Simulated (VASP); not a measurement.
# HgTe (Coloradoite) (F-43m) in VASP: notebook

The runs below take HgTe (Coloradoite) through relaxation of the atoms, with LDA.

Everything below comes from runs of VASP 6.6.1. Logs are shortened: lines on timing, memory, paths and dates and some standing lists are left out, and cuts for length are marked.

## Step 1: The undisturbed crystal

Symmetry: F-43m, No. 216, cubic system. The conventional cell has a = 6.429 Å, b = 6.429 Å, c = 6.429 Å, α = 90.00°, β = 90.00°, γ = 90.00°. Hg (site symmetry -43m) has 4 Te at 2.78 Å as nearest neighbours. Te (site symmetry -43m) has 4 Hg at 2.78 Å as nearest neighbours.

## Step 2: Relaxation of the atoms, LDA (a relaxed cell with its volume scaled by 1.02)

File INCAR:

```
SYSTEM = HgTe
PREC     = Accurate       ! precision mode
ENCUT    = 600            ! plane-wave cutoff, eV
EDIFF    = 1E-7           ! SCF threshold, eV
ISMEAR   = 0              ! smearing method
SIGMA    = 0.03           ! smearing width, eV
LREAL    = .False.        ! projectors in reciprocal space
LASPH    = .True.         ! aspherical terms in the spheres
NELM     = 80             ! most SCF steps
ALGO     = Normal         ! electronic algorithm
ISIF     = 2              ! what is computed and relaxed
LWAVE    = .False.        ! write WAVECAR
LCHARG   = .False.        ! write CHGCAR
GGA      = CA             ! functional
IBRION   = 2              ! ionic algorithm
NSW      = 40             ! ionic steps
EDIFFG   = -0.01          ! ionic threshold
```

File KPOINTS:

```
regular mesh
0
Gamma
  10 10 10
  0 0 0
```

File POSCAR:

```
HgTe                                    
1.0
    0.0000000000      3.2454534733      3.2454534733
    3.2454534733      0.0000000000      3.2454534733
    3.2454534733      3.2454534733      0.0000000000
  Hg              Te            
     1     1
Direct
     0.0000000000000000    0.0000000000000000    0.0000000000000000
     0.2500000000000000    0.2500000000000000    0.2500000000000000
```

Potentials or basis: VASP PAW LDA potentials, release 64 (Hg, Te).

On the command line:

```bash
> cat potpaw_LDA.64/Hg/POTCAR potpaw_LDA.64/Te/POTCAR > POTCAR
> mpirun -np 1 vasp_std > vasp.out
```

OUTCAR:

```text
SYSTEM = HgTe
   PREC = Accurate
   ENCUT = 600
   EDIFF = 1E-7
   ISMEAR = 0
   LREAL = .False.
   LASPH = .True.
   NELM = 80
   ISIF = 2
   GGA = CA
   IBRION = 2
   NSW = 40
   EDIFFG = -0.01

 ion  position               nearest neighbor table
   1  0.000  0.000  0.000-   2 2.81   2 2.81   2 2.81   2 2.81
   2  0.250  0.250  0.250-   1 2.81   1 2.81   1 2.81   1 2.81

  LATTYP: Found a face centered cubic cell.
 ALAT       =     6.4909069466

  Lattice vectors:

 A1 = (   0.0000000000,   3.2454534733,   3.2454534733)
 A2 = (   3.2454534733,   0.0000000000,   3.2454534733)
 A3 = (   3.2454534733,   3.2454534733,   0.0000000000)

Analysis of symmetry for initial positions (statically):
=====================================================================
 Subroutine PRICEL returns:
 Original cell was already a primitive cell.

 Routine SETGRP: Setting up the symmetry group for a
 face centered cubic supercell.

 Subroutine GETGRP returns: Found 24 space group operations
 (whereof 24 operations were pure point group operations)
 out of a pool of 48 trial point group operations.

The static configuration has the point symmetry T_d .

Analysis of symmetry for dynamics (positions and initial velocities):
=====================================================================
 Subroutine PRICEL returns:
 Original cell was already a primitive cell.

 Routine SETGRP: Setting up the symmetry group for a
 face centered cubic supercell.

 Subroutine GETGRP returns: Found 24 space group operations
 (whereof 24 operations were pure point group operations)
 out of a pool of 48 trial point group operations.

The dynamic configuration has the point symmetry T_d .

 Subroutine INISYM returns: Found 24 space group operations
 (whereof 24 operations are pure point group operations),
 and found     1 'primitive' translations

----------------------------------------------------------------------------------------

                                     Primitive cell

  volume of cell :      68.3685

  direct lattice vectors                    reciprocal lattice vectors
     0.000000000  3.245453473  3.245453473    -0.154061676  0.154061676  0.154061676
     3.245453473  0.000000000  3.245453473     0.154061676 -0.154061676  0.154061676
     3.245453473  3.245453473  0.000000000     0.154061676  0.154061676 -0.154061676

  length of vectors
     4.589764318  4.589764318  4.589764318     0.266842650  0.266842650  0.266842650

  position of ions in fractional coordinates (direct lattice)
     0.000000000  0.000000000  0.000000000
     0.250000000  0.250000000  0.250000000

  ion indices of the primitive-cell ions
   primitive index   ion index
                 1           1
                 2           2

----------------------------------------------------------------------------------------

 KPOINTS: regular mesh

Automatic generation of k-mesh.
 Grid dimensions read from file:
 generate k-points for:   10   10   10

 Generating k-lattice:

  Cartesian coordinates                     Fractional coordinates (reciprocal lattice)
    -0.015406168  0.015406168  0.015406168     0.100000000  0.000000000  0.000000000
     0.015406168 -0.015406168  0.015406168     0.000000000  0.100000000  0.000000000
     0.015406168  0.015406168 -0.015406168     0.000000000  0.000000000  0.100000000

  Length of vectors
     0.026684265  0.026684265  0.026684265

  Shift w.r.t. Gamma in fractional coordinates (k-lattice)
     0.000000000  0.000000000  0.000000000

 Subroutine IBZKPT returns following result:
 ===========================================

 Found     47 irreducible k-points:

 Following reciprocal coordinates:
            Coordinates               Weight
  0.000000  0.000000  0.000000      1.000000
  0.100000  0.000000  0.000000      8.000000
  0.200000  0.000000  0.000000      8.000000
  0.300000  0.000000  0.000000      8.000000
  0.400000  0.000000  0.000000      8.000000
  0.500000  0.000000  0.000000      4.000000
[... 16 lines left out ...]
  0.300000  0.300000  0.000000      6.000000
  0.400000  0.300000  0.000000     24.000000
 [... further k-points ...]
   k-points           NKPTS =     47   k-points in BZ     NKDIM =     47   number of bands    NBANDS=     13
   number of dos      NEDOS =    301   number of ions     NIONS =      2
   total plane-waves  NPLWV =  64000
   dimension x,y,z NGX =    40 NGY =   40 NGZ =   40
   dimension x,y,z NGXF=    80 NGYF=   80 NGZF=   80
   ions per type =               1   1
   NGX,Y,Z   is equivalent  to a cutoff of  14.49, 14.49, 14.49 a.u.
   NGXF,Y,Z  is equivalent  to a cutoff of  28.98, 28.98, 28.98 a.u.
 SYSTEM =  HgTe
   PREC   = accura    normal or accurate (medium, high low for compatibility)
   ISTART =      0    job   : 0-new  1-cont  2-samecut
   ICHARG =      2    charge: 1-file 2-atom 10-const
   ISPIN  =      1    spin polarized calculation?
   LNONCOLLINEAR =      F non collinear calculations
   LSORBIT =      F    spin-orbit coupling
   LASPH  =      T    aspherical Exc in radial PAW
   ENCUT  =  600.0 eV  44.10 Ry    6.64 a.u.   9.17  9.17  9.17*2*pi/ulx,y,z
   NELM   =     80;   NELMIN=  2; NELMDL= -5     # of ELM steps
   EDIFF  = 0.1E-06   stopping-criterion for ELM
   LREAL  =      F    real-space projection
   EDIFFG = -.1E-01   stopping-criterion for IOM
   NSW    =     40    number of steps for IOM
   IBRION =      2    ionic relax: 0-MD 1-quasi-New 2-CG
   NFREE  =      1    steps in history (QN), initial steepest desc. (CG)
   ISIF   =      2    stress and relaxation
   ISYM   =      2    0-nonsym 1-usesym 2-fastsym
   POTIM  = 0.5000    time-step for ionic-motion
   TEBEG  =    0.0;   TEEND  =   0.0 temperature during run
   PSTRESS=    0.0 pullay stress
   NELECT =      18.0000    total number of electrons
   NUPDOWN=      -1.0000    fix difference up-down
   EMIN   =  10.00;   EMAX   =-10.00  energy-range for DOS
   EFERMI =   0.00;   METHOD = LEGACY
   ISMEAR =     0;   SIGMA  =   0.03  broadening in eV -4-tet -1-fermi 0-gaus
   EFERMI_NEDOS =   21; number of points for ismear=-14 and -15
   IALGO  =     38    algorithm
   IMIX   =      4    mixing-type and parameters
     AMIX     =   0.40;   BMIX     =  1.00
     AMIX_MAG =   1.60;   BMIX_MAG =  1.00
  volume/ion in A,a.u.               =      34.18       230.69
  Fermi-wavevector in a.u.,A,eV,Ry     =   1.049253  1.982801 14.979091  1.100932
  Thomas-Fermi vector in A             =   2.184208
   LORBIT       =      0    0 simple, 1 ext, 2 COOP (PROOUT), +10 PAW based schemes
   GGA     = CA    functional components
   LHFCALC =     F    Hartree Fock is set to
   AEXX    =    0.0000 exact exchange contribution
   IVDW    =     0    specifies the selected vdW correction
   LEPSILON=     F    determine dielectric tensor
   LRPA    =     F    only Hartree local field effects (RPA)
 conjugate gradient relaxation of ions
 non-spin polarized calculation
 Gauss-broadening in eV      SIGMA  =   0.03
  energy-cutoff  :      600.00
  volume of cell :       68.37
 maximum number of plane-waves:      2301
 NGX is ok and might be reduce to    40
   NGX = 19   NGY = 19   NGZ = 19

 number of electron      18.0000000 magnetization

 Free energy of the ion-electron system (eV)
  ---------------------------------------------------
  ext. energy  EPLUGINS =         0.00000000
  ---------------------------------------------------
  free energy    TOTEN  =        -5.03456435 eV

  energy without entropy =       -5.03451807  energy(sigma->0) =       -5.03454121

 E-fermi :   2.7773     XC(G=0):  -9.0454

 val. band max:        2.7682106657   @ k =   0.0000   0.0000   0.0000
 cond. band min:       3.2343151569   @ k =   0.1000   0.0000   0.0000
 fundamental gap:      0.4661044912
 Fermi energy:         2.7773477404

 k-point     1 :       0.0000    0.0000    0.0000
  band No.  band energies     occupation
      1      -9.1835      2.00000
      2      -4.5331      2.00000
      3      -4.5331      2.00000
      4      -4.5331      2.00000
      5      -4.0152      2.00000
      6      -4.0152      2.00000
      7       1.8709      2.00000
      8       2.7682      1.33333
      9       2.7682      1.33333
     10       2.7682      1.33333
     11       6.9480      0.00000
     12       6.9480      0.00000
     13       6.9480      0.00000

 k-point     2 :       0.1000    0.0000    0.0000
  band No.  band energies     occupation
      1      -9.1345      2.00000
      2      -4.5194      2.00000
      3      -4.5194      2.00000
      4      -4.5163      2.00000
      5      -4.0168      2.00000
      6      -4.0168      2.00000
      7       1.1226      2.00000
      8       2.6540      2.00000
      9       2.6540      2.00000
     10       3.2343      0.00000
     11       6.8179      0.00000
     12       7.1010      0.00000
     13       7.1010      0.00000

 k-point     3 :       0.2000    0.0000    0.0000
  band No.  band energies     occupation
      1      -9.0021      2.00000
      2      -4.4851      2.00000
      3      -4.4851      2.00000
      4      -4.4479      2.00000
      5      -4.0182      2.00000
      6      -4.0182      2.00000
      7      -0.0408      2.00000
      8       2.3843      2.00000
      9       2.3843      2.00000
     10       3.5329      0.00000
     11       7.1178      0.00000
     12       7.4274      0.00000
     13       7.4274      0.00000
[... 305 lines left out ...]
 k-point    23 :       0.3000    0.3000    0.0000
  band No.  band energies     occupation
      1      -8.7078      2.00000
      2      -4.4253      2.00000
      3      -4.3316      2.00000
      4      -4.3316      2.00000
      5      -4.0174      2.00000
      6      -3.9757      2.00000
      7      -1.1867      2.00000
      8       1.1582      2.00000
      9       1.1582      2.00000
     10       4.6843      0.00000
     11       5.5216      0.00000
     12       9.4541      0.00000
     13       9.4770      0.00000

 k-point    24 :       0.4000    0.3000    0.0000
  band No.  band energies     occupation
      1      -8.5897      2.00000
      2      -4.3845      2.00000
      3      -4.2892      2.00000
      4      -4.2617      2.00000
      5      -3.9701      2.00000
      6      -3.9248      2.00000
      7      -1.7705      2.00000
      8       0.7552      2.00000
      9       0.9458      2.00000
     10       4.7825      0.00000
     11       5.6380      0.00000
     12       9.0896      0.00000
     13       9.8599      0.00000

 [... further k-points ...]

------------------------ aborting loop because EDIFF is reached ----------------------------------------

  FORCE on cell =-STRESS in cart. coord.  units (eV):
  Direction    XX          YY          ZZ          XY          YZ          ZX
  --------------------------------------------------------------------------------------
  -------------------------------------------------------------------------------------
  Total       -0.3828746     -0.3828746     -0.3828746      0.0000000      0.0000000     -0.0000000
  in kB       -8.9724478     -8.9724478     -8.9724478      0.0000000      0.0000000     -0.0000000
  external PRESSURE =      -8.9724478 kB  Pullay stress =       0.0000000 kB

 VOLUME and BASIS-vectors are now :
 -----------------------------------------------------------------------------
  energy-cutoff  :      600.00
  volume of cell :       68.37
      direct lattice vectors                 reciprocal lattice vectors
     0.000000000  3.245453473  3.245453473    -0.154061676  0.154061676  0.154061676
     3.245453473  0.000000000  3.245453473     0.154061676 -0.154061676  0.154061676
     3.245453473  3.245453473  0.000000000     0.154061676  0.154061676 -0.154061676

 POSITION                                       TOTAL-FORCE (eV/Angst)
 -----------------------------------------------------------------------------------
      0.00000      0.00000      0.00000         0.000000      0.000000      0.000000
      1.62273      1.62273      1.62273        -0.000000     -0.000000     -0.000000
 -----------------------------------------------------------------------------------
    total drift:                                0.000000      0.000000      0.000000

  FREE ENERGIE OF THE ION-ELECTRON SYSTEM (eV)
  ---------------------------------------------------
  free  energy   TOTEN  =        -5.0345643507 eV

  energy  without entropy=       -5.0345180720  energy(sigma->0) =       -5.03454121

 reached required accuracy - stopping structural energy minimisation
```

It took 20 s on 1 thread of Intel Xeon 6975P-C (Granite Rapids), shared host; peak memory 0.23 GiB.

What came out:

```yaml
Free_energy: -5.0346 eV
Pressure_after_relaxing: -0.9 GPa
Band_gap_on_the_k_mesh: none (metal or under the smearing width)
```

Final structure:
```
Hg Te
1.0
     0.00000    3.24545    3.24545
     3.24545    0.00000    3.24545
     3.24545    3.24545    0.00000
Hg Te
1 1
Direct
  0.00000 0.00000 0.00000
  0.25000 0.25000 0.25000
```

Caveat: the relaxation stopped at its first step, so nothing moved. The run has no spin-orbit coupling, so splittings on Hg, Te are missing.

## Step 3: Relaxation of the atoms, LDA (a relaxed cell with its volume scaled by 1.04)

INCAR is that of step 2.

KPOINTS is that of step 2.

File POSCAR:

```
HgTe                                    
1.0
    0.0000000000      3.2665284370      3.2665284370
    3.2665284370      0.0000000000      3.2665284370
    3.2665284370      3.2665284370      0.0000000000
  Hg              Te            
     1     1
Direct
     0.0000000000000000    0.0000000000000000    0.0000000000000000
     0.2500000000000000    0.2500000000000000    0.2500000000000000
```

Potentials or basis: VASP PAW LDA potentials, release 64 (Hg, Te).

On the command line:

```bash
> cat potpaw_LDA.64/Hg/POTCAR potpaw_LDA.64/Te/POTCAR > POTCAR
> mpirun -np 1 vasp_std > vasp.out
```

Run time: 19 s. Hardware: 1 thread of Intel Xeon 6975P-C (Granite Rapids), shared host; peak memory 0.23 GiB.

Results (log left out):

```
Free energy             : -5.0239 eV
Pressure after relaxing : -1.7 GPa
Band gap on the k mesh  : none (metal or under the smearing width)
```

Final structure:
```xyz
2
Lattice="0.0000 3.2665 3.2665 3.2665 0.0000 3.2665 3.2665 3.2665 0.0000" Properties=species:S:1:pos:R:3 pbc="T T T"
Hg    0.0000    0.0000    0.0000
Te    1.6333    1.6333    1.6333
```

Levels at points of the mesh, in eV from the Fermi level:
| k point | band 5 | band 6 | band 7 | band 8 | band 9 | band 10 | band 11 | band 12 | band 13 |
| --- | --- | --- | --- | --- | --- | --- | --- | --- | --- |
| (0.00, 0.00, 0.00) | -6.71 | -6.71 | -0.95 | -0.01 | -0.01 | -0.01 | 4.20 | 4.20 | 4.20 |
| (0.50, 0.00, 0.00) | -6.69 | -6.43 | -5.35 | -0.94 | -0.94 | 0.59 | 4.97 | 4.97 | 6.62 |
| (0.50, 0.50, 0.00) | -6.65 | -6.30 | -5.31 | -2.17 | -2.17 | 1.82 | 2.39 | 7.90 | 8.61 |

Caveat: the relaxation stopped at its first step, so nothing moved.
